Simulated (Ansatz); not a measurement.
# CuO: the cost of one run

Program: Ansatz 0.2.0. Level of theory: DFT r2SCAN, scalar-relativistic, plane waves, PAW. These are calculated values, not measurements.

## (1) The starting structure

The structure is monoclinic, space group C2/c (No. 15). The conventional cell has a = 4.684 Å, b = 3.423 Å, c = 5.129 Å, α = 90.00°, β = 99.54°, γ = 90.00°. Around Cu (site symmetry -1) lie 4 O at 1.95 to 1.96 Å. Around O (site symmetry 2) lie 4 Cu at 1.95 to 1.96 Å.

Structure file:

```
CELL_PARAMETERS angstrom
9.36800 0.00000 0.00000
0.00000 3.42300 0.00000
-1.70012 0.00000 10.11613
ATOMIC_POSITIONS crystal
Cu 0.12500 0.25000 0.00000
Cu 0.12500 0.25000 0.50000
Cu 0.62500 0.25000 0.00000
Cu 0.62500 0.25000 0.50000
Cu 0.37500 0.75000 0.00000
Cu 0.37500 0.75000 0.50000
Cu 0.87500 0.75000 0.00000
Cu 0.87500 0.75000 0.50000
Cu 0.12500 0.75000 0.25000
Cu 0.12500 0.75000 0.75000
Cu 0.62500 0.75000 0.25000
Cu 0.62500 0.75000 0.75000
Cu 0.37500 0.25000 0.25000
Cu 0.37500 0.25000 0.75000
Cu 0.87500 0.25000 0.25000
Cu 0.87500 0.25000 0.75000
O 0.00000 0.41840 0.12500
O 0.00000 0.41840 0.62500
O 0.50000 0.41840 0.12500
O 0.50000 0.41840 0.62500
O 0.25000 0.91840 0.12500
O 0.25000 0.91840 0.62500
O 0.75000 0.91840 0.12500
O 0.75000 0.91840 0.62500
O 0.00000 0.58160 0.37500
O 0.00000 0.58160 0.87500
O 0.50000 0.58160 0.37500
O 0.50000 0.58160 0.87500
O 0.25000 0.08160 0.37500
O 0.25000 0.08160 0.87500
O 0.75000 0.08160 0.37500
O 0.75000 0.08160 0.87500
```

The structure rests on an entry of the Crystallography Open Database; cell or positions may have been set otherwise for this series.

## (2) Single point: CuO

input.yaml

```yaml
crystal:
  lattice:
    - [9.368, 0.0, 0.0]
    - [0.0, 3.423, 0.0]
    - [-1.700121148, 0.0, 10.1161332574]
  atoms:
    - { symbol: Cu, position: [0.125, 0.25, 0.0], spin: 1.0 }
    - { symbol: Cu, position: [0.125, 0.25, 0.5], spin: -1.0 }
    - { symbol: Cu, position: [0.625, 0.25, 0.0], spin: -1.0 }
    - { symbol: Cu, position: [0.625, 0.25, 0.5], spin: 1.0 }
    - { symbol: Cu, position: [0.375, 0.75, 0.0], spin: -1.0 }
    - { symbol: Cu, position: [0.375, 0.75, 0.5], spin: 1.0 }
    - { symbol: Cu, position: [0.875, 0.75, 0.0], spin: 1.0 }
    - { symbol: Cu, position: [0.875, 0.75, 0.5], spin: -1.0 }
    - { symbol: Cu, position: [0.125, 0.75, 0.25], spin: 1.0 }
    - { symbol: Cu, position: [0.125, 0.75, 0.75], spin: -1.0 }
    - { symbol: Cu, position: [0.625, 0.75, 0.25], spin: -1.0 }
    - { symbol: Cu, position: [0.625, 0.75, 0.75], spin: 1.0 }
    - { symbol: Cu, position: [0.375, 0.25, 0.25], spin: 1.0 }
    - { symbol: Cu, position: [0.375, 0.25, 0.75], spin: -1.0 }
    - { symbol: Cu, position: [0.875, 0.25, 0.25], spin: -1.0 }
    - { symbol: Cu, position: [0.875, 0.25, 0.75], spin: 1.0 }
    - { symbol: O, position: [0.0, 0.4184, 0.125] }
    - { symbol: O, position: [0.0, 0.4184, 0.625] }
    - { symbol: O, position: [0.5, 0.4184, 0.125] }
    - { symbol: O, position: [0.5, 0.4184, 0.625] }
    - { symbol: O, position: [0.25, 0.9184, 0.125] }
    - { symbol: O, position: [0.25, 0.9184, 0.625] }
    - { symbol: O, position: [0.75, 0.9184, 0.125] }
    - { symbol: O, position: [0.75, 0.9184, 0.625] }
    - { symbol: O, position: [0.0, 0.5816, 0.375] }
    - { symbol: O, position: [0.0, 0.5816, 0.875] }
    - { symbol: O, position: [0.5, 0.5816, 0.375] }
    - { symbol: O, position: [0.5, 0.5816, 0.875] }
    - { symbol: O, position: [0.25, 0.0816, 0.375] }
    - { symbol: O, position: [0.25, 0.0816, 0.875] }
    - { symbol: O, position: [0.75, 0.0816, 0.375] }
    - { symbol: O, position: [0.75, 0.0816, 0.875] }
magnetization:
  spin_polarized: true
scf:
  occupations: { method: gaussian, width: 0.02 }
output:
  forces: true
  stress: true
  populations: true
  write_density: true
  write_potential: true
  elf: true
  volumetric_format: npy
hamiltonian:
  xc: r2scan
kpoints:
  mp_grid: { grid: [2, 6, 2] }
```

On the command line:

```sh
$ ansatz run input.yaml --threads 4 --pin off --max-ram 12288MiB --backend cpu --events-out ev --progress --plain --runs-dir out
```

Q: Estimate wall time and peak memory on 4 threads of Arm Neoverse V2, shared host.

About 2.2 min, with a peak of 4 GiB.
